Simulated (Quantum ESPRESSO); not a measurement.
# Ru (P6_3/mmc) in Quantum ESPRESSO: reference runs

Reference runs on Ru: the cell as given and a disturbed copy, then over a range of volumes.

Program: Quantum ESPRESSO 7.5. These are calculated values, not measurements. Logs are shortened: lines on timing, memory, paths and dates and some standing lists are left out, and cuts for length are marked.

### 1 The crystal as given

Symmetry: P6_3/mmc, No. 194, hexagonal system. The conventional cell has a = 2.706 Å, b = 2.706 Å, c = 4.282 Å, α = 90.00°, β = 90.00°, γ = 120.00°. Around Ru (site symmetry -6m2) lie 12 Ru at 2.65 to 2.71 Å.

### 2 Single point, PBEsol

The input, pw.in:

```
&CONTROL
  calculation = 'scf'
  prefix = 'pwscf'
  outdir = './tmp'
  pseudo_dir = './pseudo'
  tprnfor = .true.
  tstress = .true.
  disk_io = 'low'
/
&SYSTEM
  ibrav = 0
  celldm(1) = 8
  nat = 2
  ntyp = 1
  ecutwfc = 45
  ecutrho = 360
  nbnd = 24
  occupations = 'smearing'
  smearing = 'fd'
  degauss = 0.00367493
/
&ELECTRONS
  conv_thr = 4d-10
  electron_maxstep = 120
  mixing_beta = 0.5
/
ATOMIC_SPECIES
Ru   101.0700 ru_pbesol_v1.2.uspp.F.UPF
CELL_PARAMETERS alat
  0.6391526185016   0.0000000000000   0.0000000000000
 -0.3195763092508   0.5535224045272   0.0000000000000
  0.0000000000000   0.0000000000000   1.0114522866294
ATOMIC_POSITIONS crystal
Ru     0.6666666667    0.3333333333    0.7500000000
Ru     0.3333333333    0.6666666667    0.2500000000
K_POINTS automatic
11 11 6 0 0 0
```

The input, pp_density.in:

```
&INPUTPP
  prefix = 'pwscf'
  outdir = './tmp'
  filplot = 'density.dat'
  plot_num = 0
/
&PLOT
  nfile = 1
  filepp(1) = 'density.dat'
  iflag = 3
  output_format = 6
  fileout = 'density.cube'
/
```

The input, pp_potential.in:

```
&INPUTPP
  prefix = 'pwscf'
  outdir = './tmp'
  filplot = 'potential.dat'
  plot_num = 11
/
&PLOT
  nfile = 1
  filepp(1) = 'potential.dat'
  iflag = 3
  output_format = 6
  fileout = 'potential.cube'
/
```

Potentials or basis: GBRV 1.5 PBEsol.

Started as:

```
OMP_NUM_THREADS=1 mpirun -n 2 pw.x -nk 2 -in pw.in > pw.out
OMP_NUM_THREADS=1 mpirun -n 1 pp.x -in pp_density.in > pp_density.out
OMP_NUM_THREADS=1 mpirun -n 1 pp.x -in pp_potential.in > pp_potential.out
```

pw.out:

```text
This program is part of the open-source Quantum ESPRESSO suite
     for quantum simulation of materials; please cite
         "P. Giannozzi et al., J. Phys.:Condens. Matter 21 395502 (2009);
         "P. Giannozzi et al., J. Phys.:Condens. Matter 29 465901 (2017);
         "P. Giannozzi et al., J. Chem. Phys. 152 154105 (2020);
     in publications or presentations arising from this work. More details at

     Message from routine setup:
     using ibrav=0 with symmetry is DISCOURAGED, use correct ibrav instead

     K-points division:     npool     =       2
     Subspace diagonalization in iterative solution of the eigenvalue problem:
     a serial algorithm will be used

     G-vector sticks info
     --------------------
     sticks:   dense  smooth     PW     G-vecs:    dense   smooth      PW
     Sum         649     313    109                21145     7415    1387

     Using Slab Decomposition

     bravais-lattice index     =            0
     lattice parameter (alat)  =       8.0000  a.u.
     unit-cell volume          =     183.2125 (a.u.)^3
     number of atoms/cell      =            2
     number of atomic types    =            1
     number of electrons       =        32.00
     number of Kohn-Sham states=           24
     kinetic-energy cutoff     =      45.0000  Ry
     charge density cutoff     =     360.0000  Ry
     scf convergence threshold =      4.0E-10
     mixing beta               =       0.5000
     number of iterations used =            8  plain     mixing
     Exchange-correlation= SLA  PW   PSX  PSC
                           (   1   4  10   8   0   0   0)

     celldm(1)=   8.000000  celldm(2)=   0.000000  celldm(3)=   0.000000
     celldm(4)=   0.000000  celldm(5)=   0.000000  celldm(6)=   0.000000

     crystal axes: (cart. coord. in units of alat)
               a(1) = (   0.639153   0.000000   0.000000 )
               a(2) = (  -0.319576   0.553522   0.000000 )
               a(3) = (   0.000000   0.000000   1.011452 )

     reciprocal axes: (cart. coord. in units 2 pi/alat)
               b(1) = (  1.564572  0.903306 -0.000000 )
               b(2) = (  0.000000  1.806612  0.000000 )
               b(3) = (  0.000000 -0.000000  0.988677 )

     PseudoPot. # 1 for Ru read from file:
     ru_pbesol_v1.2.uspp.F.UPF
     Pseudo is Ultrasoft + core correction, Zval = 16.0
     Generated by new atomic code, or converted to UPF format
     Using radial grid of  967 points,  6 beta functions with:
                l(1) =   0
                l(2) =   0
                l(3) =   1
                l(4) =   1
                l(5) =   2
                l(6) =   2
     Q(r) pseudized with  8 coefficients,  rinner =    1.300   1.300   1.300
                                                       1.300   1.300

     atomic species   valence    mass     pseudopotential
     Ru               16.00   101.07000     Ru( 1.00)

     24 Sym. Ops., with inversion, found (12 have fractional translation)

   Cartesian axes

     site n.     atom                  positions (alat units)
         1        Ru     tau(   1) = (   0.3195763   0.1845075   0.7585892  )
         2        Ru     tau(   2) = (  -0.0000000   0.3690149   0.2528631  )

     number of k points=    64  Fermi-Dirac smearing, width (Ry)=  0.0037
                       cart. coord. in units 2pi/alat
        k(    1) = (   0.0000000   0.0000000   0.0000000), wk =   0.0027548
        k(    2) = (   0.0000000   0.0000000   0.1647796), wk =   0.0055096
        k(    3) = (   0.0000000   0.0000000   0.3295591), wk =   0.0055096
        k(    4) = (   0.0000000   0.0000000  -0.4943387), wk =   0.0027548
        k(    5) = (   0.0000000   0.1642374   0.0000000), wk =   0.0165289
        k(    6) = (   0.0000000   0.1642374   0.1647796), wk =   0.0330579
[... 56 lines left out ...]
        k(   63) = (   0.4267013   0.9033058   0.3295591), wk =   0.0330579
        k(   64) = (   0.4267013   0.9033058  -0.4943387), wk =   0.0165289

     Dense  grid:    21145 G-vectors     FFT dimensions: (  32,  32,  50)

     Smooth grid:     7415 G-vectors     FFT dimensions: (  24,  24,  36)

     Check: negative core charge=   -0.000001

     Initial potential from superposition of free atoms

     starting charge      30.0000, renormalised to      32.0000

     negative rho (up, down):  1.473E-01 0.000E+00
     Starting wfcs are   26 randomized atomic wfcs

     Self-consistent Calculation

     iteration #  1     ecut=    45.00 Ry     beta= 0.50
     Davidson diagonalization with overlap
     ethr =  1.00E-02,  avg # of iterations =  4.8

     negative rho (up, down):  1.436E-01 0.000E+00

     total energy              =    -387.90529353 Ry
     estimated scf accuracy    <       2.50687100 Ry

     iteration #  2     ecut=    45.00 Ry     beta= 0.50
     Davidson diagonalization with overlap
     ethr =  7.83E-03,  avg # of iterations =  2.0

     negative rho (up, down):  1.444E-01 0.000E+00

     total energy              =    -388.48732312 Ry
     estimated scf accuracy    <       0.02586448 Ry

     iteration #  3     ecut=    45.00 Ry     beta= 0.50
     Davidson diagonalization with overlap
     ethr =  8.08E-05,  avg # of iterations =  3.4

     negative rho (up, down):  1.439E-01 0.000E+00

     total energy              =    -388.49286223 Ry
     estimated scf accuracy    <       0.00054142 Ry

     iteration #  4     ecut=    45.00 Ry     beta= 0.50
     Davidson diagonalization with overlap
     ethr =  1.69E-06,  avg # of iterations =  4.8

     negative rho (up, down):  1.437E-01 0.000E+00

     total energy              =    -388.49293373 Ry
     estimated scf accuracy    <       0.00000710 Ry

     iteration #  5     ecut=    45.00 Ry     beta= 0.50
     Davidson diagonalization with overlap
     ethr =  2.22E-08,  avg # of iterations =  4.0

     negative rho (up, down):  1.434E-01 0.000E+00

     total energy              =    -388.49293754 Ry
     estimated scf accuracy    <       0.00000090 Ry

     iteration #  6     ecut=    45.00 Ry     beta= 0.50
     Davidson diagonalization with overlap
     ethr =  2.81E-09,  avg # of iterations =  2.0

     negative rho (up, down):  1.434E-01 0.000E+00

     total energy              =    -388.49293763 Ry
     estimated scf accuracy    <       0.00000007 Ry

     iteration #  7     ecut=    45.00 Ry     beta= 0.50
     Davidson diagonalization with overlap
     ethr =  2.21E-10,  avg # of iterations =  2.0

     negative rho (up, down):  1.434E-01 0.000E+00

     total energy              =    -388.49293765 Ry
     estimated scf accuracy    <          1.6E-09 Ry

     iteration #  8     ecut=    45.00 Ry     beta= 0.50
     Davidson diagonalization with overlap
     ethr =  5.11E-12,  avg # of iterations =  2.4

     negative rho (up, down):  1.434E-01 0.000E+00

     End of self-consistent calculation

          k = 0.0000 0.0000 0.0000 (   965 PWs)   bands (ev):

   -49.4723 -49.2667 -19.9788 -19.0383 -19.0383 -18.8670 -18.8670 -18.8258
    15.5514  17.3743  21.0093  21.0093  21.1836  21.6952  21.6952  22.2250
    22.2250  24.8118  24.8118  24.8389  33.8761  38.3894  40.8575  41.5179

          k = 0.0000 0.0000 0.1648 (   941 PWs)   bands (ev):

   -49.4587 -49.2806 -19.9049 -19.0269 -19.0269 -18.9067 -18.8786 -18.8786
    15.8590  17.4723  20.8581  20.8581  21.0340  21.5202  21.5202  22.6193
    22.6193  23.8862  24.8192  24.8192  35.1498  37.8913  40.7295  41.9432

          k = 0.0000 0.0000 0.3296 (   953 PWs)   bands (ev):

   -49.4215 -49.3187 -19.7008 -19.1249 -18.9957 -18.9957 -18.9101 -18.9101
    16.6680  17.6570  20.7366  20.7366  20.7402  21.1535  21.1535  22.1060
    23.4012  23.4012  24.6693  24.6693  37.5851  37.7326  39.5907  43.0320

          k = 0.0000 0.0000-0.4943 (   954 PWs)   bands (ev):

   -49.3703 -49.3703 -19.4163 -19.4163 -18.9530 -18.9530 -18.9530 -18.9530
    17.4917  17.4917  20.8439  20.8439  20.8439  20.8439  20.8699  20.8699
    24.1704  24.1704  24.1704  24.1704  37.9427  37.9427  41.4274  41.4274

          k = 0.0000 0.1642 0.0000 (   949 PWs)   bands (ev):

   -49.4602 -49.2620 -19.9505 -19.0980 -19.0584 -18.9289 -18.8752 -18.8390
    15.8544  17.6036  20.5458  21.2578  21.5192  21.6311  21.8895  21.9239
    22.0415  23.1550  24.9247  26.9440  33.8287  38.8970  41.2018  41.9366

          k = 0.0000 0.1642 0.1648 (   947 PWs)   bands (ev):

   -49.4471 -49.2755 -19.8818 -19.0842 -19.0463 -18.9788 -18.8876 -18.8780
    16.1497  17.7133  20.5396  21.0572  21.1239  21.2533  21.7318  22.4455
    22.5103  22.9675  24.9036  26.2361  35.1439  38.4089  41.0873  42.1692

          k = 0.0000 0.1642 0.3296 (   952 PWs)   bands (ev):

   -49.4112 -49.3121 -19.6924 -19.1639 -19.0447 -19.0130 -18.9343 -18.9214
    16.9345  17.9318  20.5008  20.6444  20.7132  20.9238  21.3607  21.9722
    23.3293  23.4637  24.6910  25.2372  37.7028  38.0818  40.0052  42.8908

          k = 0.0000 0.1642-0.4943 (   952 PWs)   bands (ev):

   -49.3619 -49.3619 -19.4295 -19.4295 -18.9912 -18.9912 -18.9673 -18.9673
    17.7703  17.7703  20.2419  20.2419  21.0409  21.0409  21.1095  21.1095
    24.1347  24.1347  24.3711  24.3711  38.3198  38.3198  41.5170  41.5170
[... 307 lines left out ...]
          k = 0.4267 0.7391-0.4943 (   930 PWs)   bands (ev):

   -49.2570 -49.2570 -19.7592 -19.7592 -19.3889 -19.3889 -19.0319 -19.0319
    18.5131  18.5131  19.8183  19.8183  20.8651  20.8651  22.3298  22.3298
    25.1382  25.1382  29.8027  29.8027  35.7958  35.7958  36.1480  36.1480

          k = 0.4267 0.9033 0.0000 (   934 PWs)   bands (ev):

   -49.2621 -49.2411 -19.6686 -19.4832 -19.4675 -19.3536 -19.2513 -19.2368
    18.0221  19.0144  19.2011  20.0440  20.6004  20.9664  22.4498  24.4746
    24.8782  25.0981  29.8299  30.5614  31.9540  36.9162  38.2388  39.2238

          k = 0.4267 0.9033 0.1648 (   933 PWs)   bands (ev):

   -49.2606 -49.2424 -19.6773 -19.5716 -19.5445 -19.2871 -19.2310 -19.1453
    18.1711  19.0804  19.1653  19.7894  20.6797  21.0572  22.4045  24.4268
    24.5286  24.9789  30.2265  30.6992  32.4873  36.1961  36.6985  38.4604

          k = 0.4267 0.9033 0.3296 (   927 PWs)   bands (ev):

   -49.2567 -49.2462 -19.7343 -19.6914 -19.5251 -19.3548 -19.0943 -19.0483
    18.4469  19.0369  19.3267  19.5474  20.7396  21.1050  22.3641  23.2365
    24.6861  25.0432  30.9257  31.0725  33.7717  35.0965  35.2784  37.0291

          k = 0.4267 0.9033-0.4943 (   930 PWs)   bands (ev):

   -49.2514 -49.2514 -19.7519 -19.7519 -19.4436 -19.4436 -19.0264 -19.0264
    18.7019  18.7019  19.6079  19.6079  20.8723  20.8723  22.5142  22.5142
    24.9057  24.9057  31.3360  31.3360  34.4396  34.4396  35.5921  35.5921

     the Fermi energy is    23.5447 ev

!    total energy              =    -388.49293765 Ry
     estimated scf accuracy    <          2.0E-10 Ry
     smearing contrib. (-TS)   =      -0.00123490 Ry
     internal energy E=F+TS    =    -388.49170275 Ry

     The total energy is F=E-TS. E is the sum of the following terms:
     one-electron contribution =     -65.12513016 Ry
     hartree contribution      =      56.14944662 Ry
     xc contribution           =     -51.53160632 Ry
     ewald contribution        =    -327.98441288 Ry

     convergence has been achieved in   8 iterations

     negative rho (up, down):  1.434E-01 0.000E+00

     Forces acting on atoms (cartesian axes, Ry/au):

     atom    1 type  1   force =     0.00000000    0.00000000    0.00000000
     atom    2 type  1   force =    -0.00000000   -0.00000000    0.00000000

     Total force =     0.000000     Total SCF correction =     0.000000

     Computing stress (Cartesian axis) and pressure

     negative rho (up, down):  1.434E-01 0.000E+00
          total   stress  (Ry/bohr**3)                   (kbar)     P=      -67.25
  -0.00044404  -0.00000000   0.00000000          -65.32       -0.00        0.00
   0.00000000  -0.00044404   0.00000000            0.00      -65.32        0.00
   0.00000000   0.00000000  -0.00048338            0.00        0.00      -71.11

=------------------------------------------------------------------------------=
   JOB DONE.
=------------------------------------------------------------------------------=
```

It took 14 s on 2 MPI ranks of Arm Neoverse V1, shared host; peak memory 0.18 GiB.

Results:

| Property | Result |
| --- | --- |
| Free energy | -5285.7157 eV |
| Pressure | -6.7 GPa |
| Band gap on the k mesh | none (metal or under the smearing width) |

### 3 Single point, PBEsol, 12.76 Å³/atom

Edit pw.in of step 2 so:

```diff
@@ -7,3 +7,3 @@
   tstress = .true.
-  disk_io = 'low'
+  disk_io = 'nowf'
 /
@@ -11,3 +11,2 @@
   ibrav = 0
-  celldm(1) = 8
   nat = 2
@@ -28,6 +27,6 @@
 Ru   101.0700 ru_pbesol_v1.2.uspp.F.UPF
-CELL_PARAMETERS alat
-  0.6391526185016   0.0000000000000   0.0000000000000
- -0.3195763092508   0.5535224045272   0.0000000000000
-  0.0000000000000   0.0000000000000   1.0114522866294
+CELL_PARAMETERS angstrom
+   2.6505640930    0.0000000000    0.0000000000
+  -1.3252820465    2.2954558389    0.0000000000
+   0.0000000000    0.0000000000    4.1944897589
 ATOMIC_POSITIONS crystal
```

Potentials or basis: GBRV 1.5 PBEsol.

Started as:

```
OMP_NUM_THREADS=1 mpirun -n 2 pw.x -nk 2 -in pw.in > pw.out
```

Run time: 12 s. Hardware: 2 MPI ranks of Arm Neoverse V1, shared host; peak memory 0.18 GiB.

It converged, with:

* Free energy: -5285.6742 eV
* Pressure: 16.0 GPa
* Band gap on the k mesh: none (metal or under the smearing width)

### 4 Single point, PBEsol, 13.03 Å³/atom

Edit pw.in of step 3 so:

```diff
@@ -28,5 +28,5 @@
 CELL_PARAMETERS angstrom
-   2.6505640930    0.0000000000    0.0000000000
-  -1.3252820465    2.2954558389    0.0000000000
-   0.0000000000    0.0000000000    4.1944897589
+   2.6692306523    0.0000000000    0.0000000000
+  -1.3346153261    2.3116215535    0.0000000000
+   0.0000000000    0.0000000000    4.2240293924
 ATOMIC_POSITIONS crystal
```

Started as:

```
OMP_NUM_THREADS=1 mpirun -n 2 pw.x -nk 2 -in pw.in > pw.out
```

Wall time 12 s (2 MPI ranks of Arm Neoverse V1, shared host); peak memory 0.18 GiB.

The run converged. Its results:

| Quantity | Value |
| --- | --- |
| Free energy | -5285.7141 eV |
| Pressure | 7.5 GPa |
| Band gap on the k mesh | none (metal or under the smearing width) |

### 5 Single point, PBEsol, 13.30 Å³/atom

Edit pw.in of step 4 so:

```diff
@@ -28,5 +28,5 @@
 CELL_PARAMETERS angstrom
-   2.6692306523    0.0000000000    0.0000000000
-  -1.3346153261    2.3116215535    0.0000000000
-   0.0000000000    0.0000000000    4.2240293924
+   2.6876397213    0.0000000000    0.0000000000
+  -1.3438198606    2.3275642749    0.0000000000
+   0.0000000000    0.0000000000    4.2531615502
 ATOMIC_POSITIONS crystal
```

Started as:

```
OMP_NUM_THREADS=1 mpirun -n 2 pw.x -nk 2 -in pw.in > pw.out
```

Run time: 12 s. Hardware: 2 MPI ranks of Arm Neoverse V1, shared host; peak memory 0.18 GiB.

Results (log left out):

```yaml
Free_energy: -5285.7270 eV
Pressure: 0.0 GPa
Band_gap_on_the_k_mesh: none (metal or under the smearing width)
```

### 6 Single point, PBEsol, 13.57 Å³/atom

Edit pw.in of step 5 so:

```diff
@@ -28,5 +28,5 @@
 CELL_PARAMETERS angstrom
-   2.6876397213    0.0000000000    0.0000000000
-  -1.3438198606    2.3275642749    0.0000000000
-   0.0000000000    0.0000000000    4.2531615502
+   2.7058000000    0.0000000000    0.0000000000
+  -1.3529000000    2.3432915376    0.0000000000
+   0.0000000000    0.0000000000    4.2819000000
 ATOMIC_POSITIONS crystal
```

Potentials or basis: GBRV 1.5 PBEsol.

Started as:

```
OMP_NUM_THREADS=1 mpirun -n 2 pw.x -nk 2 -in pw.in > pw.out
```

Wall time 12 s (2 MPI ranks of Arm Neoverse V1, shared host); peak memory 0.18 GiB.

Results (log left out):

| Quantity | Value |
| --- | --- |
| Free energy | -5285.7157 eV |
| Pressure | -6.7 GPa |
| Band gap on the k mesh | none (metal or under the smearing width) |

### 7 Single point, PBEsol, 13.85 Å³/atom

Edit pw.in of step 6 so:

```diff
@@ -28,5 +28,5 @@
 CELL_PARAMETERS angstrom
-   2.7058000000    0.0000000000    0.0000000000
-  -1.3529000000    2.3432915376    0.0000000000
-   0.0000000000    0.0000000000    4.2819000000
+   2.7237197275    0.0000000000    0.0000000000
+  -1.3618598638    2.3588104769    0.0000000000
+   0.0000000000    0.0000000000    4.3102577801
 ATOMIC_POSITIONS crystal
```

Started as:

```
OMP_NUM_THREADS=1 mpirun -n 2 pw.x -nk 2 -in pw.in > pw.out
```

Run time: 12 s. Hardware: 2 MPI ranks of Arm Neoverse V1, shared host; peak memory 0.18 GiB.

The run converged. Its results:

```yaml
Free_energy: -5285.6830 eV
Pressure: -12.7 GPa
Band_gap_on_the_k_mesh: none (metal or under the smearing width)
```

(Part 1 of 2 ends here.)
